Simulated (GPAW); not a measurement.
# NbH2 (Fm-3m) in GPAW: convergence with plane-wave cutoff (eV)

Aim: find how far plane-wave cutoff (eV) must go before the results for NbH2 settle, at PBEsol. This setting moves, with any that are tied to it; all else stays.

Program: GPAW 26.7.0. These are calculated values, not measurements. Logs are shortened: lines on timing, memory, paths and dates and some standing lists are left out, and cuts for length are marked. The log counts tension as positive stress, the text compression.

## Step 1: The structure

The structure is cubic, space group Fm-3m (No. 225). The conventional cell has a = 4.563 Å, b = 4.563 Å, c = 4.563 Å, α = 90.00°, β = 90.00°, γ = 90.00°. Nb (site symmetry m-3m) is surrounded by 8 H at 1.98 Å. H (site symmetry -43m) is surrounded by 4 Nb at 1.98 Å.

## Step 2: With plane-wave cutoff (eV) 200

run.py

```python
from ase.dft.bandgap import bandgap
from ase.io import read, write
from ase.units import GPa
from gpaw import GPAW, PW, setup_paths

setup_paths.insert(0, '.')

atoms = read('NbH2.xyz')

calc = GPAW(mode=PW(200),
            xc='PBEsol',
            kpts={'size': (10, 10, 10), 'gamma': True},
            occupations={'name': 'fermi-dirac', 'width': 0.05},
            nbands=18,
            convergence={'density': 1e-05, 'energy': 1e-05},
            maxiter=100,
            txt='gpaw.txt')
atoms.calc = calc
energy = atoms.get_potential_energy()
forces = atoms.get_forces()
stress = atoms.get_stress()
calc.write('gs.gpw')
write('result.traj', atoms)
print(f'Energy: {energy:.6f} eV')
print('Forces (eV/A):')
print(forces.round(4))
print('Stress (GPa):', (stress / GPa).round(3))
print('Fermi level:', round(calc.get_fermi_level(), 4), 'eV')
print(f'Gap: {bandgap(calc)[0]:.4f} eV, direct: {bandgap(calc, direct=True)[0]:.4f} eV')
```

NbH2.xyz

```xyz
3
Lattice="0.0000000000 2.2815000000 2.2815000000 2.2815000000 0.0000000000 2.2815000000 2.2815000000 2.2815000000 0.0000000000" Properties=species:S:1:pos:R:3 pbc="T T T"
Nb     0.0000000000      0.0000000000      0.0000000000
H      3.4222500000      3.4222500000      3.4222500000
H      1.1407500000      1.1407500000      1.1407500000
```

Potentials or basis: PAW data sets generated in the run's folder for this functional, pw.

On the command line:

```
gpaw-setup -f PBEsol H Nb
OMP_NUM_THREADS=1 python run.py
```

It took 6.3 s on 1 thread of Arm Neoverse V2, shared host; peak memory 0.12 GiB.

Results:

| Quantity | Value |
| --- | --- |
| Free energy | -17.9849 eV |
| Pressure | -12.8 GPa |
| Band gap on the k mesh | none (metal or under the smearing width) |

## Step 3: With plane-wave cutoff (eV) 250

Changes to run.py since step 2:

```diff
@@ -9,3 +9,3 @@
 
-calc = GPAW(mode=PW(200),
+calc = GPAW(mode=PW(250),
             xc='PBEsol',
```

NbH2.xyz is that of step 2.

Potentials or basis: PAW data sets generated in the run's folder for this functional, pw.

On the command line:

```
gpaw-setup -f PBEsol H Nb
OMP_NUM_THREADS=1 python run.py
```

Run time: 6.5 s. Hardware: 1 thread of Arm Neoverse V2, shared host; peak memory 0.12 GiB.

What came out:

```yaml
Free_energy: -18.4152 eV
Pressure: -12.3 GPa
Band_gap_on_the_k_mesh: none (metal or under the smearing width)
```

## Step 4: With plane-wave cutoff (eV) 300

Changes to run.py since step 3:

```diff
@@ -9,3 +9,3 @@
 
-calc = GPAW(mode=PW(250),
+calc = GPAW(mode=PW(300),
             xc='PBEsol',
```

NbH2.xyz is that of step 3.

On the command line:

```
gpaw-setup -f PBEsol H Nb
OMP_NUM_THREADS=1 python run.py
```

It took 7.5 s on 1 thread of Arm Neoverse V2, shared host; peak memory 0.12 GiB.

Results:

```
Free energy            : -18.6501 eV
Pressure               : -10.0 GPa
Band gap on the k mesh : none (metal or under the smearing width)
```

## Step 5: With plane-wave cutoff (eV) 350

Changes to run.py since step 4:

```diff
@@ -9,3 +9,3 @@
 
-calc = GPAW(mode=PW(300),
+calc = GPAW(mode=PW(350),
             xc='PBEsol',
```

NbH2.xyz is that of step 4.

On the command line:

```
gpaw-setup -f PBEsol H Nb
OMP_NUM_THREADS=1 python run.py
```

Wall time 7.7 s (1 thread of Arm Neoverse V2, shared host); peak memory 0.13 GiB.

Results:

```
Free energy            : -18.7547 eV
Pressure               : -8.5 GPa
Band gap on the k mesh : none (metal or under the smearing width)
```

## Step 6: With plane-wave cutoff (eV) 400

Changes to run.py since step 5:

```diff
@@ -9,3 +9,3 @@
 
-calc = GPAW(mode=PW(350),
+calc = GPAW(mode=PW(400),
             xc='PBEsol',
```

NbH2.xyz is that of step 5.

Potentials or basis: PAW data sets generated in the run's folder for this functional, pw.

On the command line:

```
gpaw-setup -f PBEsol H Nb
OMP_NUM_THREADS=1 python run.py
```

Wall time 8.4 s (1 thread of Arm Neoverse V2, shared host); peak memory 0.13 GiB.

Results:

```yaml
Free_energy: -18.8107 eV
Pressure: -7.5 GPa
Band_gap_on_the_k_mesh: none (metal or under the smearing width)
```

## Step 7: With plane-wave cutoff (eV) 500

Changes to run.py since step 6:

```diff
@@ -9,3 +9,3 @@
 
-calc = GPAW(mode=PW(400),
+calc = GPAW(mode=PW(500),
             xc='PBEsol',
```

NbH2.xyz is that of step 6.

On the command line:

```
gpaw-setup -f PBEsol H Nb
OMP_NUM_THREADS=1 python run.py
```

It took 12 s on 1 thread of Arm Neoverse V2, shared host; peak memory 0.14 GiB.

It converged, with:

```
Free energy            : -18.8561 eV
Pressure               : -6.6 GPa
Band gap on the k mesh : none (metal or under the smearing width)
```

## Step 8: With plane-wave cutoff (eV) 600

Changes to run.py since step 7:

```diff
@@ -9,3 +9,3 @@
 
-calc = GPAW(mode=PW(500),
+calc = GPAW(mode=PW(600),
             xc='PBEsol',
```

NbH2.xyz is that of step 7.

On the command line:

```
gpaw-setup -f PBEsol H Nb
OMP_NUM_THREADS=1 python run.py
```

Run time: 12 s. Hardware: 1 thread of Arm Neoverse V2, shared host; peak memory 0.15 GiB.

The run converged. Its results:

| Item | Value |
| --- | --- |
| Free energy | -18.8704 eV |
| Pressure | -6.4 GPa |
| Band gap on the k mesh | none (metal or under the smearing width) |

## Step 9: With plane-wave cutoff (eV) 800

Changes to run.py since step 8:

```diff
@@ -9,3 +9,3 @@
 
-calc = GPAW(mode=PW(600),
+calc = GPAW(mode=PW(800),
             xc='PBEsol',
```

NbH2.xyz is that of step 8.

Potentials or basis: PAW data sets generated in the run's folder for this functional, pw.

On the command line:

```
gpaw-setup -f PBEsol H Nb
OMP_NUM_THREADS=1 python run.py
```

It took 21 s on 1 thread of Arm Neoverse V2, shared host; peak memory 0.17 GiB.

The run converged. Its results:

* Free energy: -18.8759 eV
* Pressure: -6.2 GPa
* Band gap on the k mesh: none (metal or under the smearing width)

## Step 10: With plane-wave cutoff (eV) 1000

Changes to run.py since step 9:

```diff
@@ -9,3 +9,3 @@
 
-calc = GPAW(mode=PW(800),
+calc = GPAW(mode=PW(1000),
             xc='PBEsol',
```

NbH2.xyz is that of step 9.

Potentials or basis: PAW data sets generated in the run's folder for this functional, pw.

On the command line:

```
gpaw-setup -f PBEsol H Nb
OMP_NUM_THREADS=1 python run.py
```

gpaw.txt:

```text
__  _  _
 | _ |_)|_||  |
 |__||  | ||/\| - 26.7.0

Input parameters:
  mode=PW(ecut=1000.0),
  convergence={'density': 1e-05, 'energy': 1e-05},
  kpts=MonkhorstPack(size=(10, 10, 10), gamma=True),
  maxiter=100,
  nbands=18,
  occupations=Occupations(name='fermi-dirac', width=0.05),
  xc=XC(name='PBEsol')

Diagonalizing LCAO Hamiltonian
Converting LCAO to pw mode

                  H

           H

       Nb

Atoms  # Å, Bohr magnetons
|   | symbol |        x |        y |        z |    initial magnetic moments |
|---|--------|----------|----------|----------|-----------------------------|
| 0 |     Nb | 0.000000 | 0.000000 | 0.000000 | ( 0.0000,  0.0000,  0.0000) |
| 1 |      H | 3.422250 | 3.422250 | 3.422250 | ( 0.0000,  0.0000,  0.0000) |
| 2 |      H | 1.140750 | 1.140750 | 1.140750 | ( 0.0000,  0.0000,  0.0000) |

Unit cell  # Å
| periodic |        x |        y |        z |  lengths |    angles |
|----------|----------|----------|----------|----------|-----------|
|      yes | 0.000000 | 2.281500 | 2.281500 | 3.226528 | 60.000000 |
|      yes | 2.281500 | 0.000000 | 2.281500 | 3.226528 | 60.000000 |
|      yes | 2.281500 | 2.281500 | 0.000000 | 3.226528 | 60.000000 |

Number of symmetries: 48
Symmetry operations  # r_c * U_cc + t_c -> r_c
|    | kind |            matrix            |
|----|------|------------------------------|
|  0 |  σ   |  1, 0, 0,  1, 0,-1,  1,-1, 0 |
|  1 |  C2  |  1, 0, 0,  1,-1, 0,  1, 0,-1 |
|  2 |  E   |  1, 0, 0,  0, 1, 0,  0, 0, 1 |
|  3 |  σ   |  1, 0, 0,  0, 0, 1,  0, 1, 0 |
|  4 |  C4  |  1, 0,-1,  1, 0, 0,  1,-1, 0 |
|  5 |  S6  |  1, 0,-1,  1,-1, 0,  1, 0, 0 |
|  6 |  σ   |  1, 0,-1,  0, 1,-1,  0, 0,-1 |
|  7 |  C3  |  1, 0,-1,  0, 0,-1,  0, 1,-1 |
|  8 |  S6  |  1,-1, 0,  1, 0, 0,  1, 0,-1 |
|  9 |  C4  |  1,-1, 0,  1, 0,-1,  1, 0, 0 |
| 10 |  C3  |  1,-1, 0,  0,-1, 1,  0,-1, 0 |
| 11 |  σ   |  1,-1, 0,  0,-1, 0,  0,-1, 1 |
| 12 |  σ   |  0, 1, 0,  1, 0, 0,  0, 0, 1 |
| 13 |  C4  |  0, 1, 0,  0, 1,-1, -1, 1, 0 |
| 14 |  C3  |  0, 1, 0,  0, 0, 1,  1, 0, 0 |
| 15 |  S6  |  0, 1, 0, -1, 1, 0,  0, 1,-1 |
[... 126 lines left out ...]

Reference energy: -103873.100824  # eV

eigensolver:
  PPCG
  Converge bands: occupied
  niter=2

density mixing:
  MSR1-Mixer
  Pratt-step length: 0.05
  Maximum mixing coefficient: 0.75
  Old densities: 10
  SVD Regularization: 0.005
  Good broyden scale: 1.0
  Trust region scale: 1.0
  Backstep threshold: 4.0
  History deletion threshold: 6.0
  Fourier metric: weight=20.0, sigma=0.015

occupation numbers:
  Fermi-Dirac:
    width: 0.0500  # eV

poisson solver:
  ecut: 8000.0  # eV

xc functional:
  name: PBEsol with 2 nearest neighbor stencil

convergence criteria:
- Maximum integral of absolute [dens]ity change: 1e-05 electrons / valence electron
- Maximum [total energy] change in last 3 cyles: 1e-05 eV / valence electron
- Maximum integral of absolute [eigenst]ate change: 4e-08 eV^2 / valence electron
maximum number of iterations: 100

SCF iterations
|iter     | |      energy | eigst |  dens |
|---------|-|-------------|-------|-------|
|iter:   1| |  -20.449082 | +0.31 |       |
|iter:   2| |  -20.159030 | -2.38 | -0.92 |
|iter:   3| |  -18.882871 | -1.21 | -0.96 |
|iter:   4| |  -18.874330 | -3.32 | -1.75 |
|iter:   5| |  -18.873693 | -3.94 | -2.15 |
|iter:   6| |  -18.873735 | -6.00 | -2.99 |
|iter:   7| |  -18.873742c| -6.98 | -3.51 |
|iter:   8| |  -18.873742c| -7.65c| -4.56 |
|iter:   9| |  -18.873742c| -8.33c| -5.20c|

Converged in 9 steps
Energy contributions relative to reference atoms: (reference = -103873.100824)

Energy contributions:
  Kinetic:           3.602930
  Coulomb:          -9.166543
  Zero:             -0.101296
  External:          0.000000
  Xc:              -13.206206
  Entropy:          -0.005255
  Spinorbit:         0.000000
  ----------------------------
  Free energy:     -18.876369
  Extrapolated:    -18.873742

dipole moment: (-16.694350, -16.694350, -16.694350)  # |e|*Ang

Fermi level: 10.019
Eigenvalues  # (at kpt = [0.000, 0.000, 0.000])
| band index |      eig [eV] | occ [0-2] |
|------------|---------------|-----------|
|          0 |       -45.283 |     2.000 |
|          1 |       -21.119 |     2.000 |
|          2 |       -21.119 |     2.000 |
|          3 |       -21.119 |     2.000 |
|          4 |        -0.616 |     2.000 |
|          5 |         8.693 |     2.000 |
[... 10 lines left out ...]
|         16 |        32.019 |     0.000 |
|         17 |        32.019 |     0.000 |

No gap
No difference between direct/indirect transitions

Forces  # eV/Ang
|       x |        y |        z |
|---------|----------|----------|
| 0.00000 | -0.00000 | -0.00000 |  # Nb   0
| 0.00000 |  0.00000 |  0.00000 |  # H    1
| 0.00000 |  0.00000 |  0.00000 |  # H    2

Stress tensor  # eV/Ang^3
|         x |         y |         z |
|-----------|-----------|-----------|
|  0.038639 | -0.000000 | -0.000000 |
| -0.000000 |  0.038639 | -0.000000 |
| -0.000000 | -0.000000 |  0.038639 |

# Writing to gs.gpw (mode='')
```

It took 22 s on 1 thread of Arm Neoverse V2, shared host; peak memory 0.18 GiB.

Results:

```yaml
Free_energy: -18.8764 eV
Pressure: -6.2 GPa
Band_gap_on_the_k_mesh: none (metal or under the smearing width)
```

## Step 11: The series at a glance

```tsv
plane-wave cutoff (eV)	energy less the tightest run, at zero smearing (meV/atom)	pressure (GPa)	SCF cycles	CPU time (s)	peak memory (GiB)
200	297.14	-12.84	9	6.3	0.12
250	153.72	-12.26	9	6.4	0.12
300	75.41	-10.04	9	7.5	0.12
350	40.55	-8.47	9	7.7	0.13
400	21.89	-7.49	9	8.4	0.13
500	6.74	-6.65	9	12	0.14
600	1.98	-6.37	9	12	0.15
800	0.15	-6.21	9	21	0.17
1000	0.00	-6.19	9	22	0.18
```

Against the tightest run, the energy stays within 1 meV/atom from 800 on; the pressure stays within 0.1 GPa from 800 on. The tightest run that finished is the yardstick and may itself not be fully converged.
